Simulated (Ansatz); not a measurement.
# Ta: the crystal squeezed far

The task here is to estimate one member of a computed series from the others.

Method: DFT PBE, with the methods named in each step, in Ansatz 0.2.0.

1 further run of the same task is left out (it didn't finish).

### The starting structure

Symmetry: P6/mmm, No. 191, hexagonal system. The conventional cell has a = 4.678 Å, b = 4.678 Å, c = 2.900 Å, α = 90.00°, β = 90.00°, γ = 120.00°. Ta (site symmetry 6/mmm) is surrounded by 14 Ta at 2.90 to 3.07 Å. Around Ta (site symmetry -6m2) lie 11 Ta at 2.70 to 3.07 Å.

Coordinates:

```
CELL_PARAMETERS angstrom
4.67788 0.00000 0.00000
-2.33894 4.05117 0.00000
0.00000 0.00000 2.90029
ATOMIC_POSITIONS crystal
Ta 0.00000 0.00000 0.00000
Ta 0.33333 0.66667 0.50000
Ta 0.66667 0.33333 0.50000
```

Whether this phase is the stable one at these pressures isn't tested.

Atoms are numbered in the order of the input: Ta1, Ta2, Ta3.

Set-up of the first run:

The input, input.yaml:

```yaml
crystal:
  lattice:
    - [4.6778831517, 0.0, 0.0]
    - [-2.3389415758, 4.0511656453, 0.0]
    - [0.0, 0.0, 2.900287554]
  atoms:
    - { symbol: Ta, position: [0.0, 0.0, 0.0] }
    - { symbol: Ta, position: [0.3333333333, 0.6666666667, 0.5] }
    - { symbol: Ta, position: [0.6666666667, 0.3333333333, 0.5] }
kpoints:
  mp_grid: { grid: [9, 9, 12] }
scf:
  occupations: { method: fermi_dirac, width: 0.05 }
hamiltonian:
  xc: pbe
  pseudopotentials: { kind: paw }
output:
  forces: true
  stress: true
relax:
  f_tol: 0.005
  max_steps: 40
  cell: {}
```

Started as:

```
$ ansatz run input.yaml --threads 1 --pin off --max-ram 3072MiB --backend cpu --events-out ev --progress --plain --runs-dir out
```

Among the steps run: Cell relaxed at zero pressure, PAW; Volume scaled by 1, PAW; Shape and atoms relaxed at 0.92 of the volume, PAW; Volume scaled by 0.92, PAW; Shape and atoms relaxed at 0.84 of the volume, PAW; Volume scaled by 0.84, PAW; Shape and atoms relaxed at 0.68 of the volume, PAW; Volume scaled by 0.68, PAW; Shape and atoms relaxed at 0.45 of the volume, PAW; Volume scaled by 0.45, PAW; Volume scaled by 0.45, PAW (core large).

One of the session's tables, all rows but one given; the rest of the session is left out.

 The rows PAW, 0.45 and PAW (core large), 0.45 agree to the last digit and may rest on the same set-up.

| method | volume over the first | volume (Å³/atom) | pressure (GPa) |
| --- | --- | --- | --- |
| PAW | 1 | 18.643 | 0.02 |
| PAW | 0.92 | ? | ? |
| PAW | 0.84 | 15.660 | 44.22 |
| PAW | 0.68 | 12.677 | 147.70 |
| PAW | 0.45 | 8.389 | 694.81 |
| PAW (core large) | 0.45 | 8.389 | 694.81 |

Estimate the missing values for PAW, 0.92.

As computed: volume (Å³/atom): 17.151; pressure (GPa): 17.86. In the column «volume (Å³/atom)» it lies between PAW, 0.84 (15.660) and PAW, 1 (18.643).

To keep in mind: A fit over so wide a range leans to the high pressures, so B₀ can be off by several per cent. Spin-orbit coupling is left out, though the cell holds Ta; in elements this heavy it can shift bands and gaps by tenths of an eV. Warnings in the runs' records: datasets by core.
